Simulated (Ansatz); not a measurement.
Cs2AgBiBr6:

```
CELL_PARAMETERS angstrom
0.00000 5.61610 5.61610
5.61610 0.00000 5.61610
5.61610 5.61610 0.00000
ATOMIC_POSITIONS crystal
Bi 0.00000 0.00000 0.00000
Cs 0.75000 0.75000 0.75000
Cs 0.25000 0.25000 0.25000
Ag 0.50000 0.50000 0.50000
Br 0.74945 0.74945 0.25055
Br 0.25055 0.25055 0.74945
Br 0.74945 0.25055 0.25055
Br 0.74945 0.25055 0.74945
Br 0.25055 0.74945 0.74945
Br 0.25055 0.74945 0.25055
```

Program: Ansatz 0.2.0. Alike in all runs: task projected density of states; potentials or basis Ansatz PAW; no spin polarisation; cell as given; k mesh 4 × 4 × 4; smearing fermi-dirac 0.05 eV.

Order these runs on this cell by their band gap on the k mesh, lowest first.
A. level LDA; cutoff (eV) 420
B. level BLYP; cutoff (eV) 420
C. level r2SCAN; cutoff (eV) 500

A (1.10 eV), B (1.29 eV), C (1.67 eV).

Caveats: spin-orbit coupling is left out, which as a rule narrows the gap of such compounds by several tenths of an eV; the density of states is complete only up to the lowest level of the last band computed.

A k mesh can miss the band edges.

Runs at the PBE level aren't shown here.
